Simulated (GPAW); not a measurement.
# Ge (Fd-3m) in GPAW: further runs

The runs below take Ge through relaxation of cell and atoms, single point, with RPBE, revPBE, BLYP, PBE.

Program: GPAW 26.7.0. These are calculated values, not measurements. Logs are shortened: lines on timing, memory, paths and dates and some standing lists are left out, and cuts for length are marked. The log counts tension as positive stress, the text compression.

**What was measured.**

“Temperature-dependent photoluminescence in Ge: experiment and theory”, 2020, arxiv:2003.00143 reports, for a bulk crystal of Ge at 0 K: band gap 0.744 eV (indirect).

“Electronic and optical properties of SixGe1-x-ySny alloys lattice-matched to Ge”, 2021, arxiv:2109.02782 reports, for a bulk crystal of Ge at 300 K: band gap 0.807 eV (direct).

The runs below are set against these values where they give the same quantity.

### 1 The structure

It takes space group Fd-3m (No. 227, cubic). The conventional cell has a = 5.658 Å, b = 5.658 Å, c = 5.658 Å, α = 90.00°, β = 90.00°, γ = 90.00°. Ge (site symmetry -43m) has 4 Ge at 2.45 Å as nearest neighbours.

### 2 Relaxation of cell and atoms, RPBE

File run.py:

```python
from ase.filters import FrechetCellFilter
from ase.io import read, write
from ase.optimize import FIRE
from gpaw import GPAW, PW

atoms = read('Ge.xyz')

calc = GPAW(mode=PW(600),
            xc='RPBE',
            kpts={'size': (8, 8, 8), 'gamma': True},
            occupations={'name': 'fermi-dirac', 'width': 0.05},
            nbands=11,
            convergence={'density': 1e-05, 'forces': 0.0001},
            maxiter=150,
            txt='gpaw.txt')
atoms.calc = calc
opt = FIRE(FrechetCellFilter(atoms), trajectory='relax.traj', logfile='-')
done = opt.run(fmax=0.02, steps=60)
calc.write('gs.gpw')
write('result.traj', atoms)
print('Converged:', done)
print('Cell:', atoms.cell.cellpar().round(4))
print('Volume:', round(atoms.get_volume(), 4))
print(atoms.get_scaled_positions().round(5))
```

File Ge.xyz:

```xyz
2
Lattice="0.0000000000 2.8289100000 2.8289100000 2.8289100000 0.0000000000 2.8289100000 2.8289100000 2.8289100000 0.0000000000" Properties=species:S:1:pos:R:3 pbc="T T T"
Ge     4.2433650000      4.2433650000      4.2433650000
Ge     2.8289100000      2.8289100000      2.8289100000
```

Potentials or basis: the program's PAW data sets (release 1.2.1) made for this functional, pw.

Launch:

```console
OMP_NUM_THREADS=1 python run.py
```

gpaw.txt:

```text
__  _  _
 | _ |_)|_||  |
 |__||  | ||/\| - 26.7.0

Input parameters:
  mode=PW(ecut=600.0),
  convergence={'density': 1e-05, 'forces': 0.0001},
  kpts=MonkhorstPack(size=(8, 8, 8), gamma=True),
  maxiter=150,
  nbands=11,
  occupations=Occupations(name='fermi-dirac', width=0.05),
  xc=XC(name='RPBE')

Diagonalizing LCAO Hamiltonian
Converting LCAO to pw mode

           Ge

       Ge

Atoms  # Å, Bohr magnetons
|   | symbol |        x |        y |        z |    initial magnetic moments |
|---|--------|----------|----------|----------|-----------------------------|
| 0 |     Ge | 4.243365 | 4.243365 | 4.243365 | ( 0.0000,  0.0000,  0.0000) |
| 1 |     Ge | 2.828910 | 2.828910 | 2.828910 | ( 0.0000,  0.0000,  0.0000) |

Unit cell  # Å
| periodic |        x |        y |        z |  lengths |    angles |
|----------|----------|----------|----------|----------|-----------|
|      yes | 0.000000 | 2.828910 | 2.828910 | 4.000683 | 60.000000 |
|      yes | 2.828910 | 0.000000 | 2.828910 | 4.000683 | 60.000000 |
|      yes | 2.828910 | 2.828910 | 0.000000 | 4.000683 | 60.000000 |

Number of symmetries: 24
Symmetry operations  # r_c * U_cc + t_c -> r_c
|    | kind |            matrix            |
|----|------|------------------------------|
|  0 |  E   |  1, 0, 0,  0, 1, 0,  0, 0, 1 |
|  1 |  σ   |  1, 0, 0,  0, 0, 1,  0, 1, 0 |
|  2 |  σ   |  1, 0,-1,  0, 1,-1,  0, 0,-1 |
|  3 |  C3  |  1, 0,-1,  0, 0,-1,  0, 1,-1 |
|  4 |  C3  |  1,-1, 0,  0,-1, 1,  0,-1, 0 |
|  5 |  σ   |  1,-1, 0,  0,-1, 0,  0,-1, 1 |
|  6 |  σ   |  0, 1, 0,  1, 0, 0,  0, 0, 1 |
|  7 |  C3  |  0, 1, 0,  0, 0, 1,  1, 0, 0 |
|  8 |  C2  |  0, 1,-1,  1, 0,-1,  0, 0,-1 |
[... 156 lines left out ...]
Eigenvalues  # (at kpt = [0.000, 0.000, 0.000])
| band index |      eig [eV] | occ [0-2] |
|------------|---------------|-----------|
|          0 |        -6.640 |     2.000 |
|          1 |         6.087 |     1.804 |
|          2 |         6.087 |     1.804 |
|          3 |         6.087 |     1.804 |
|          4 |         6.284 |     0.303 |
|          5 |         8.652 |     0.000 |
|          6 |         8.652 |     0.000 |
|          7 |         8.652 |     0.000 |
|          8 |        12.737 |     0.000 |
|          9 |        15.434 |     0.000 |
|         10 |        15.435 |     0.000 |

Gap: 0.197 eV
Transition (v -> c):
  (s=0, k=0, n=3, [0.00, 0.00, 0.00]) -> (s=0, k=0, n=4, [0.00, 0.00, 0.00])
No difference between direct/indirect transitions

Stress tensor  # eV/Ang^3
|         x |         y |         z |
|-----------|-----------|-----------|
| -0.035598 |  0.000000 |  0.000000 |
|  0.000000 | -0.035598 |  0.000000 |
|  0.000000 |  0.000000 | -0.035598 |

Forces  # eV/Ang
|       x |        y |        z |
|---------|----------|----------|
| 0.00000 | -0.00000 | -0.00000 |  # Ge   0
| 0.00000 |  0.00000 |  0.00000 |  # Ge   1

Interpolating wave functions to new cell

           Ge
[... 184 lines left out ...]
Eigenvalues  # (at kpt = [0.000, 0.000, 0.000])
| band index |      eig [eV] | occ [0-2] |
|------------|---------------|-----------|
|          0 |        -6.677 |     2.000 |
|          1 |         5.958 |     1.620 |
|          2 |         5.958 |     1.620 |
|          3 |         5.958 |     1.620 |
|          4 |         6.043 |     0.873 |
|          5 |         8.518 |     0.000 |
|          6 |         8.518 |     0.000 |
|          7 |         8.518 |     0.000 |
|          8 |        12.582 |     0.000 |
|          9 |        15.276 |     0.000 |
|         10 |        15.276 |     0.000 |

Gap: 0.085 eV
Transition (v -> c):
  (s=0, k=0, n=3, [0.00, 0.00, 0.00]) -> (s=0, k=0, n=4, [0.00, 0.00, 0.00])
No difference between direct/indirect transitions

Stress tensor  # eV/Ang^3
|         x |         y |         z |
|-----------|-----------|-----------|
| -0.029751 | -0.000000 | -0.000000 |
| -0.000000 | -0.029751 |  0.000000 |
| -0.000000 |  0.000000 | -0.029751 |
[... 212 lines left out ...]
Stress tensor  # eV/Ang^3
|         x |         y |         z |
|-----------|-----------|-----------|
| -0.019768 |  0.000000 |  0.000000 |
|  0.000000 | -0.019768 | -0.000000 |
|  0.000000 | -0.000000 | -0.019768 |

Forces  # eV/Ang
|        x |       y |       z |
|----------|---------|---------|
| -0.00000 | 0.00000 | 0.00000 |  # Ge   0
|  0.00000 | 0.00000 | 0.00000 |  # Ge   1

Interpolating wave functions to new cell

           Ge
[... 221 lines left out ...]
Atoms  # Å, Bohr magnetons
|   | symbol |        x |        y |        z |    initial magnetic moments |
|---|--------|----------|----------|----------|-----------------------------|
| 0 |     Ge | 4.380974 | 4.380974 | 4.380974 | ( 0.0000,  0.0000,  0.0000) |
| 1 |     Ge | 2.920649 | 2.920649 | 2.920649 | ( 0.0000,  0.0000,  0.0000) |

Unit cell  # Å
| periodic |         x |         y |        z |  lengths |    angles |
|----------|-----------|-----------|----------|----------|-----------|
|      yes | -0.000000 |  2.920649 | 2.920649 | 4.130422 | 60.000000 |
|      yes |  2.920649 | -0.000000 | 2.920649 | 4.130422 | 60.000000 |
|      yes |  2.920649 |  2.920649 | 0.000000 | 4.130422 | 60.000000 |

Number of symmetries: 24
Symmetry operations  # r_c * U_cc + t_c -> r_c
|    | kind |            matrix            |
|----|------|------------------------------|
|  0 |  E   |  1, 0, 0,  0, 1, 0,  0, 0, 1 |
|  1 |  σ   |  1, 0, 0,  0, 0, 1,  0, 1, 0 |
|  2 |  σ   |  1, 0,-1,  0, 1,-1,  0, 0,-1 |
|  3 |  C3  |  1, 0,-1,  0, 0,-1,  0, 1,-1 |
|  4 |  C3  |  1,-1, 0,  0,-1, 1,  0,-1, 0 |
|  5 |  σ   |  1,-1, 0,  0,-1, 0,  0,-1, 1 |
|  6 |  σ   |  0, 1, 0,  1, 0, 0,  0, 0, 1 |
|  7 |  C3  |  0, 1, 0,  0, 0, 1,  1, 0, 0 |
|  8 |  C2  |  0, 1,-1,  1, 0,-1,  0, 0,-1 |
[... 170 lines left out ...]
No gap
No difference between direct/indirect transitions

Stress tensor  # eV/Ang^3
|         x |         y |        z |
|-----------|-----------|----------|
|  0.003562 | -0.000000 | 0.000000 |
| -0.000000 |  0.003562 | 0.000000 |
|  0.000000 |  0.000000 | 0.003562 |

Forces  # eV/Ang
|       x |       y |        z |
|---------|---------|----------|
| 0.00000 | 0.00000 |  0.00000 |  # Ge   0
| 0.00000 | 0.00000 | -0.00000 |  # Ge   1

Interpolating wave functions to new cell

           Ge
[... 153 lines left out ...]
SCF iterations
|iter     | |      energy | eigst |  dens |force |
|---------|-|-------------|-------|-------|------|
|iter:   1| |   -8.356243 | -5.66 |       |      |
|iter:   2| |   -8.356242 | -8.28c| -3.54 |      |
|iter:   3| |   -8.356240c| -7.16 | -3.57 |      |
|iter:   4| |   -8.356240c| -7.98c| -4.29 |      |
|iter:   5| |   -8.356240c| -8.44c| -4.73 |      |
|iter:   6| |   -8.356240c| -8.94c| -5.77c|      |
|iter:   7| |   -8.356240c| -9.63c| -6.18c|-16.19c|
[... 206 lines left out ...]
SCF iterations
|iter     | |      energy | eigst |  dens |force |
|---------|-|-------------|-------|-------|------|
|iter:   1| |   -8.356356 | -5.09 |       |      |
|iter:   2| |   -8.356355 | -7.70c| -3.25 |      |
|iter:   3| |   -8.356345c| -6.60 | -3.28 |      |
|iter:   4| |   -8.356344c| -7.41c| -3.99 |      |
|iter:   5| |   -8.356344c| -7.89c| -4.46 |      |
|iter:   6| |   -8.356344c| -8.39c| -5.50c|      |
|iter:   7| |   -8.356344c| -9.08c| -5.91c|-16.25c|
[... 34 lines left out ...]
No gap
No difference between direct/indirect transitions

Stress tensor  # eV/Ang^3
|        x |         y |         z |
|----------|-----------|-----------|
| 0.003239 |  0.000000 |  0.000000 |
| 0.000000 |  0.003239 | -0.000000 |
| 0.000000 | -0.000000 |  0.003239 |

Forces  # eV/Ang
|        x |        y |       z |
|----------|----------|---------|
|  0.00000 |  0.00000 | 0.00000 |  # Ge   0
| -0.00000 | -0.00000 | 0.00000 |  # Ge   1
[... 420 lines left out ...]
Stress tensor  # eV/Ang^3
|         x |        y |         z |
|-----------|----------|-----------|
|  0.002521 | 0.000000 | -0.000000 |
|  0.000000 | 0.002521 |  0.000000 |
| -0.000000 | 0.000000 |  0.002521 |

Forces  # eV/Ang
|        x |       y |        z |
|----------|---------|----------|
| -0.00000 | 0.00000 | -0.00000 |  # Ge   0
| -0.00000 | 0.00000 |  0.00000 |  # Ge   1

Interpolating wave functions to new cell

           Ge
[... 435 lines left out ...]
Atoms  # Å, Bohr magnetons
|   | symbol |        x |        y |        z |    initial magnetic moments |
|---|--------|----------|----------|----------|-----------------------------|
| 0 |     Ge | 4.369178 | 4.369178 | 4.369178 | ( 0.0000,  0.0000,  0.0000) |
| 1 |     Ge | 2.912786 | 2.912786 | 2.912786 | ( 0.0000,  0.0000,  0.0000) |

Unit cell  # Å
| periodic |        x |        y |         z |  lengths |    angles |
|----------|----------|----------|-----------|----------|-----------|
|      yes | 0.000000 | 2.912786 |  2.912786 | 4.119301 | 60.000000 |
|      yes | 2.912786 | 0.000000 |  2.912786 | 4.119301 | 60.000000 |
|      yes | 2.912786 | 2.912786 | -0.000000 | 4.119301 | 60.000000 |

Number of symmetries: 24
Symmetry operations  # r_c * U_cc + t_c -> r_c
|    | kind |            matrix            |
|----|------|------------------------------|
|  0 |  E   |  1, 0, 0,  0, 1, 0,  0, 0, 1 |
|  1 |  σ   |  1, 0, 0,  0, 0, 1,  0, 1, 0 |
|  2 |  σ   |  1, 0,-1,  0, 1,-1,  0, 0,-1 |
|  3 |  C3  |  1, 0,-1,  0, 0,-1,  0, 1,-1 |
|  4 |  C3  |  1,-1, 0,  0,-1, 1,  0,-1, 0 |
|  5 |  σ   |  1,-1, 0,  0,-1, 0,  0,-1, 1 |
|  6 |  σ   |  0, 1, 0,  1, 0, 0,  0, 0, 1 |
|  7 |  C3  |  0, 1, 0,  0, 0, 1,  1, 0, 0 |
|  8 |  C2  |  0, 1,-1,  1, 0,-1,  0, 0,-1 |
[... 190 lines left out ...]
Atoms  # Å, Bohr magnetons
|   | symbol |        x |        y |        z |    initial magnetic moments |
|---|--------|----------|----------|----------|-----------------------------|
| 0 |     Ge | 4.366166 | 4.366166 | 4.366166 | ( 0.0000,  0.0000,  0.0000) |
| 1 |     Ge | 2.910777 | 2.910777 | 2.910777 | ( 0.0000,  0.0000,  0.0000) |

Unit cell  # Å
| periodic |        x |        y |         z |  lengths |    angles |
|----------|----------|----------|-----------|----------|-----------|
|      yes | 0.000000 | 2.910777 |  2.910777 | 4.116461 | 60.000000 |
|      yes | 2.910777 | 0.000000 |  2.910777 | 4.116461 | 60.000000 |
|      yes | 2.910777 | 2.910777 | -0.000000 | 4.116461 | 60.000000 |

Number of symmetries: 24
Symmetry operations  # r_c * U_cc + t_c -> r_c
|    | kind |            matrix            |
|----|------|------------------------------|
|  0 |  E   |  1, 0, 0,  0, 1, 0,  0, 0, 1 |
|  1 |  σ   |  1, 0, 0,  0, 0, 1,  0, 1, 0 |
|  2 |  σ   |  1, 0,-1,  0, 1,-1,  0, 0,-1 |
|  3 |  C3  |  1, 0,-1,  0, 0,-1,  0, 1,-1 |
|  4 |  C3  |  1,-1, 0,  0,-1, 1,  0,-1, 0 |
|  5 |  σ   |  1,-1, 0,  0,-1, 0,  0,-1, 1 |
|  6 |  σ   |  0, 1, 0,  1, 0, 0,  0, 0, 1 |
|  7 |  C3  |  0, 1, 0,  0, 0, 1,  1, 0, 0 |
|  8 |  C2  |  0, 1,-1,  1, 0,-1,  0, 0,-1 |
[... 172 lines left out ...]
Stress tensor  # eV/Ang^3
|         x |         y |         z |
|-----------|-----------|-----------|
|  0.000167 | -0.000000 | -0.000000 |
| -0.000000 |  0.000167 | -0.000000 |
| -0.000000 | -0.000000 |  0.000167 |

Forces  # eV/Ang
|       x |        y |        z |
|---------|----------|----------|
| 0.00000 |  0.00000 | -0.00000 |  # Ge   0
| 0.00000 | -0.00000 |  0.00000 |  # Ge   1

# Writing to gs.gpw (mode='')
```

Wall time 1.8 min (1 thread of Arm Neoverse V1, shared host); peak memory 0.24 GiB.

What came out:

```
Free energy                            : -8.3576 eV
Relaxed volume                         : 24.66 Å³/atom
Relaxed cell                           : a = 4.116 Å, b = 4.116 Å, c = 4.116 Å, α = 60.00°, β = 60.00°, γ = 60.00°
Space group after relaxing (to 0.05 Å) : Fd-3m (No. 227)
Energy gained by relaxing              : 33.4 meV/atom
Ionic steps                            : 13
Pressure after relaxing                : 0.0 GPa
Band gap on the k mesh                 : none (metal or under the smearing width)
```

Step by step:
```tsv
step	energy change (eV)	largest force (eV/Å)	pressure (GPa)	volume (Å³)
1	0.0000	0.0000	5.70	45.28
2	-0.0180	0.0000	4.77	45.83
3	-0.0437	0.0000	3.17	46.86
4	-0.0628	0.0000	1.25	48.25
5	-0.0660	0.0000	-0.57	49.83
6	-0.0660	0.0000	-0.55	49.81
7	-0.0661	0.0000	-0.52	49.78
8	-0.0663	0.0000	-0.47	49.73
9	-0.0664	0.0000	-0.40	49.67
10	-0.0666	0.0000	-0.33	49.60
11	-0.0667	0.0000	-0.24	49.51
12	-0.0668	0.0000	-0.14	49.43
13	-0.0669	0.0000	-0.03	49.32
```

Final structure:
```yaml
crystal:
  lattice:
    - [0.00000, 2.91078, 2.91078]
    - [2.91078, 0.00000, 2.91078]
    - [2.91078, 2.91078, 0.00000]
  atoms:
    - { symbol: Ge, position: [0.75000, 0.75000, 0.75000] }
    - { symbol: Ge, position: [0.50000, 0.50000, 0.50000] }
```

Caveat: later steps reuse the first step's grids; this crystal is a semiconductor, whose small gap the functional closes, so the metal is an error of the method.

(Part 1 of 4 ends here.)
